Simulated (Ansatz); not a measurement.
## ZnSe under strain — electric field gradients

The cell is an entry of the Crystallography Open Database (COD), relaxed with PBE at fixed cell and then changed (z stretched by 3 %, ions relaxed).

```yaml
crystal:
  lattice:
    - [0.00000, 2.83380, 2.91881]
    - [2.83380, 0.00000, 2.91881]
    - [2.83380, 2.83380, 0.00000]
  atoms:
    - { symbol: Zn, position: [0.00000, 0.00000, 0.00000] }
    - { symbol: Se, position: [0.25000, 0.25000, 0.25000] }
```

Atoms are numbered from 1 in the order listed; like atoms form one site, named after its first atom.

All values are calculated (Ansatz; DFT, PBE, plane waves and PAW, scalar-relativistic, 420 eV cutoff, Γ-centred 13×13×13 k-points, Fermi–Dirac smearing 0.02 eV), not measured.

Conventions: |V_zz| ≥ |V_yy| ≥ |V_xx|, η = (V_xx − V_yy)/V_zz, C_Q = eQV_zz/h. ν_Q = 3|C_Q|/[2I(2I − 1)].

Zn-67: I = 5/2, Q = 122.0 mb. Quadrupole moments are those of Pyykkö's year-2017 table.

(1) What field gradients does the calculation give at each kind of site?

Answers

(1) 

| site | atoms (order as listed) | first shell | C_Q (MHz) | η | ν_Q (MHz) |
| --- | --- | --- | --- | --- | --- |
| Zn | 1 | 4 Se at 2.48 Å | -1.42 | 0.00 | 0.213 |

An axis of threefold or higher order runs through Zn, so V_zz lies along it and η is zero.

Se has no stable isotope with a ground-state quadrupole moment in the table, so these sites are left out.

The relaxation (1 step) took 14 s of wall time (14 s of CPU time) and 0.6 GiB at its peak, on 1 thread of Intel Xeon Platinum 8488C (Sapphire Rapids) (x86_64; 16 cores open to the job, memory cap 3.0 GiB, no GPU), a shared host with a load of 0.2 a core.
